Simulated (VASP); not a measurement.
# A VASP 6.6.1 single-point calculation on NaCl

INCAR

```
LWAVE = .FALSE.
ISMEAR = 1
EDIFF = 1E-7
IBRION = -1
ALGO = VeryFast
ISIF = 2
NELM = 120
SIGMA = 0.5
METAGGA = R2SCAN
LASPH = .TRUE.
ENCUT = 520
LCHARG = .FALSE.
NBANDS = 14
LREAL = .FALSE.
PREC = Normal
NSW = 0
```

KPOINTS

```
KPOINTS created by Atomic Simulation Environment
0
Gamma
8 8 8
0 0 0
```

POSCAR

```
Na Cl
 1.0000000000000000
     0.0000000000000000    2.7466448488999999    2.7466448488999999
     2.7466448488999999    0.0000000000000000    2.7466448488999999
     2.7466448488999999    2.7466448488999999    0.0000000000000000
 Na  Cl
   1   1
Cartesian
  0.0000000000000000  0.0000000000000000  0.0000000000000000
  2.7466448488999999  2.7466448488999999  2.7466448488999999
```

The recommended PBE PAW datasets give the neutral cell 14 valence electrons.

Command

```
mpirun -np 1 vasp_std
```

Task: Predict the outcome of this run.

Result: It converged. Results: gap between bands v and c on the k mesh 6.27 eV; least direct gap on the k mesh 6.27 eV; pressure 1.5 GPa. Band v is the last that the valence electrons fill when counted band by band, and c is the next.

OSZICAR

```
N       E                     dE             d eps       ncg     rms          rms(c)
RMM:   1     0.432716926066E+02    0.43272E+02   -0.58255E+03   406   0.887E+02
RMM:   2    -0.138265372449E+02   -0.57098E+02   -0.14696E+03   406   0.228E+02
RMM:   3    -0.101807513174E+02    0.36458E+01   -0.20516E+02   406   0.105E+02
RMM:   4    -0.154069444827E+02   -0.52262E+01   -0.70293E+01   406   0.710E+01
RMM:   5    -0.161326747237E+02   -0.72573E+00   -0.19647E+01   406   0.387E+01
RMM:   6    -0.160094259804E+02    0.12325E+00   -0.78865E+00   406   0.230E+01
RMM:   7    -0.159610981706E+02    0.48328E-01   -0.35599E+00   406   0.145E+01
RMM:   8    -0.159268575083E+02    0.34241E-01   -0.17530E+00   406   0.949E+00
RMM:   9    -0.158717126128E+02    0.55145E-01   -0.55195E-01  1328   0.661E+00
RMM:  10    -0.158923404957E+02   -0.20628E-01   -0.55312E-02  1274   0.154E+00
...
RMM:  18    -0.137526964484E+02    0.33699E-04   -0.32328E-04  1241   0.223E-01    0.480E-02
RMM:  19    -0.137526509162E+02    0.45532E-04   -0.20194E-04  1042   0.137E-01    0.525E-02
RMM:  20    -0.137526587760E+02   -0.78598E-05   -0.26108E-05  1193   0.578E-02    0.653E-03
RMM:  21    -0.137526581087E+02    0.66723E-06   -0.71479E-06  1377   0.252E-02    0.561E-03
RMM:  22    -0.137526569356E+02    0.11731E-05   -0.83223E-07  1154   0.755E-03    0.613E-03
RMM:  23    -0.137526500874E+02    0.68482E-05   -0.27255E-07   922   0.667E-03    0.456E-03
RMM:  24    -0.137526517466E+02   -0.16592E-05   -0.10941E-07   788   0.307E-03    0.187E-03
RMM:  25    -0.137526527610E+02   -0.10144E-05   -0.43658E-08   609   0.189E-03    0.163E-04
RMM:  26    -0.137526527292E+02    0.31790E-07   -0.18319E-08   598   0.139E-03
   1 F= -.13752653E+02 E0= -.13772200E+02  d E =0.586432E-01
```

For comparison, a separate r²SCAN run of the intended cell, on usual settings and not on those above, gives a gap of 6.27 eV on its mesh and a pressure of 1.7 GPa.
